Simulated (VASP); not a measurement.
Runs of VASP 6.6.1 on CsPbBr3. It takes space group Pm-3m (No. 221, cubic). Conventional cell: a = 5.870 Å, b = 5.870 Å, c = 5.870 Å, α = 90.00°, β = 90.00°, γ = 90.00°. Around Pb (site symmetry m-3m) lie 6 Br at 2.94 Å. Around Cs (site symmetry m-3m) lie 12 Br at 4.15 Å. Br (site symmetry 4/mmm) has 2 Pb at 2.94 Å as nearest neighbours. Measurements of this composition are mostly on another form, of space group No. 62.

| task | level | potentials or basis | cell | k mesh | cutoff (eV) | smearing | ladder | gap on the mesh (eV) | pressure (GPa) | relaxed volume (Å³/atom) |
| --- | --- | --- | --- | --- | --- | --- | --- | --- | --- | --- |
| band structure | LDA | VASP PAW LDA potentials, release 64 (Pb_d, Cs_sv, Br) | as given | 6 × 6 × 6 | 520 | gaussian 0.02 eV | gaps | 1.36 | (a) | - |
| band structure | PBE | VASP PAW PBE potentials, release 64 (Pb_d, Cs_sv, Br) | as given | 6 × 6 × 6 | 520 | gaussian 0.02 eV | gaps | (c) | (b) | - |
| relaxation of cell and atoms | PBEsol+D3 | VASP PAW PBE potentials, release 64 (Pb_d, Cs_sv, Br) | relaxed | 4 × 4 × 4 | 600 | fermi-dirac 0.05 eV | - | 1.32 | 0.0 | 39.54 |
| relaxation of cell and atoms | PBEsol+D3(BJ) | VASP PAW PBE potentials, release 64 (Pb_d, Cs_sv, Br) | relaxed | 4 × 4 × 4 | 600 | fermi-dirac 0.05 eV | - | 1.28 | 0.0 | 39.21 |

Alike in all rows: no spin polarisation.

Task: Fill in the values left out.

Result: (a) -1.1; (b) 1.5; (c) 1.53.

Caveats: spin-orbit coupling is left out, which as a rule narrows the gap of such compounds by several tenths of an eV; the PAW data sets were made with another functional, which shifts forces and pressure a little (some runs).

A k mesh can miss the band edges, and the runs leave out spin-orbit coupling on Br, Cs, Pb.

Not every run made on this cell is shown here.
